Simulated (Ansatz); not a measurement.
# AlN: course of a relaxation

Level of theory: DFT PBE, scalar-relativistic, plane waves, PAW in Ansatz 0.2.0. Settings: 420 eV cutoff, 10×10×10 k-mesh, Gaussian smearing of 0.02 eV, no spin polarisation.

What was changed: relaxed at -2 GPa.

Command:

```bash
ansatz run input.yaml --threads 1 --pin off --max-ram 2560MiB --backend cpu --events-out ev --progress --plain --runs-dir out
```

Input:

```yaml
crystal:
  lattice:
    - [0.0, 2.2157638114, 2.2157638114]
    - [2.2157638114, 0.0, 2.2157638114]
    - [2.2157638114, 2.2157638114, 0.0]
  atoms:
    - { symbol: Al, position: [0.0, 0.0, 0.0] }
    - { symbol: "N", position: [0.75, 0.75, 0.75] }
basis:
  ecutwfc: 420
kpoints:
  mp_grid: { grid: [10, 10, 10] }
hamiltonian:
  xc: pbe
scf:
  occupations: { method: gaussian, width: 0.02 }
output:
  forces: true
  stress: true
  eigenvalues: true
relax:
  adjacent_minimum: "off"
  f_tol: 0.008
  max_steps: 50
  cell: { stress_tol: 0.08, p_target: -2.0 }
```

F is the free energy. Steps run on the plane waves of an earlier cell, but the last one, and at times one on the way, on a freshly chosen basis, so a repeated geometry can differ a little in energy. The relaxation lowers the enthalpy F + PV at the target pressure, so F itself can rise.

Steps:

```csv
step,F − F(1) (eV),largest force component (eV/Å),V (Å³/atom),P (GPa)
1,0.0000,0.000,10.879,-3.57
2,-0.0021,0.000,10.832,-2.77
3,-0.0037,0.000,10.787,-1.99
4,-0.0032,0.000,10.787,-2.03
```

Relaxed structure:

```xyz
2
Lattice="0.0000 2.2095 2.2095 2.2095 0.0000 2.2095 2.2095 2.2095 0.0000" Properties=species:S:1:pos:R:3 pbc="T T T"
Al    0.0000    0.0000    0.0000
N     3.3143    3.3143    3.3143
```

It takes space group F-43m (No. 216, cubic). The conventional cell has a = 4.419 Å, b = 4.419 Å, c = 4.419 Å, α = 90.00°, β = 90.00°, γ = 90.00°. Al (site symmetry -43m) is surrounded by 4 N at 1.91 Å. N (site symmetry -43m) has 4 Al at 1.91 Å as nearest neighbours.

The run converged. The run took 5 s on 1 thread of Arm Neoverse V1, on a shared host, peak memory 0.27 GiB.